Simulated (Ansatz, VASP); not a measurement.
# Two plane-wave programs on Ta

```xyz
2
Lattice="2.8669 0.0000 0.0000 -1.4335 2.4828 0.0000 0.0000 0.0000 5.0914" Properties=species:S:1:pos:R:3 pbc="T T T"
Ta    1.4335    0.8276    3.8186
Ta    0.0000    1.6552    1.2729
```

Alike in both runs: functional PBEsol; k mesh 18 × 18 × 8; occupations gaussian, width 0.1 eV; no spin polarisation.

Ansatz relaxed the structure, and its values are those at the end. VASP's run is a single point on that final structure, the one shown.

|  | VASP | Ansatz |
| --- | --- | --- |
| version | VASP 6.6.1 | Ansatz 0.2.0 |
| potentials or method | VASP PAW PBE potentials, release 64 (Ta_pv) | scalar-relativistic, plane waves, PAW |
| plane-wave cutoff (eV) | 520 | 420 |
| valence electrons in the cell | 22 | 26 |

```csv
,VASP,Ansatz,Ansatz less VASP
gap on the k mesh at the Fermi level (eV),none,none,-
pressure (GPa),0.1,0.0,-0.14
```

A gap of «none» marks a metal or a gap that the smearing closes. The two sets of potentials don't hold the same shells in valence.

Caveats: the PAW data sets were made with another functional, which shifts forces and pressure a little (VASP). The runs have no spin-orbit coupling, so splittings on Ta are missing.
